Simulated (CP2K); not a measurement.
In in CP2K: convergence with smearing width

The system is In.

```
In
1.0
     3.43469    0.00000    0.00000
     0.18899    3.35989    0.00000
    -1.83048   -1.66545    2.26544
In
1
Direct
  0.98390 0.99857 0.99218
```

The cell isn't the ideal one: cell strained at random at fixed volume.

```yaml
Program: CP2K 2026.2
Task: single point
Functional: RPBE
Potentials_or_basis: POTENTIAL_UZH In GTH-PBE-q13; DZVP-MOLOPT-PBE-GTH basis
Density_cutoff: 6123 eV
k_mesh: 7 × 8 × 9
Occupations: fermi-dirac, width 0.5 eV
Spin: no spin polarisation
```

These are the settings of the first run; the series varies smearing width, with any setting tied to it.

Hardware: 1 thread of Arm Neoverse V1, on a shared host.

Q: The values tried are 0.5 eV, 0.3 eV, 0.2 eV, 0.1 eV, 0.05 eV, 0.025 eV, 0.01 eV, loosest first. From which on does the energy stay within 1 meV/atom of the tightest run that finished?

A: From 0.1 eV on.

```tsv
smearing width	energy less the tightest run, at zero smearing (meV/atom)	pressure (GPa)	SCF cycles	CPU time (s)	peak memory (GiB)
0.5 eV	4.80	4.92	11	59	0.26
0.3 eV	3.86	4.30	11	60	0.26
0.2 eV	2.39	4.07	11	58	0.26
0.1 eV	0.99	3.94	11	59	0.26
0.05 eV	0.25	3.91	11	60	0.26
0.025 eV	0.00	3.91	11	59	0.26
0.01 eV	0.00	3.91	11	59	0.26
```

Against the tightest run, the pressure stays within 0.1 GPa from 0.1 eV on. Narrower smearing needs a denser k mesh, so at a fixed mesh the narrowest width isn't the most accurate. The tightest run that finished is the yardstick and may itself not be fully converged.

Caveat, for the tightest run too: the potentials were made for another functional, which shifts forces and pressure; the basis of atomic orbitals isn't converged, which shifts pressures, moduli and gaps.
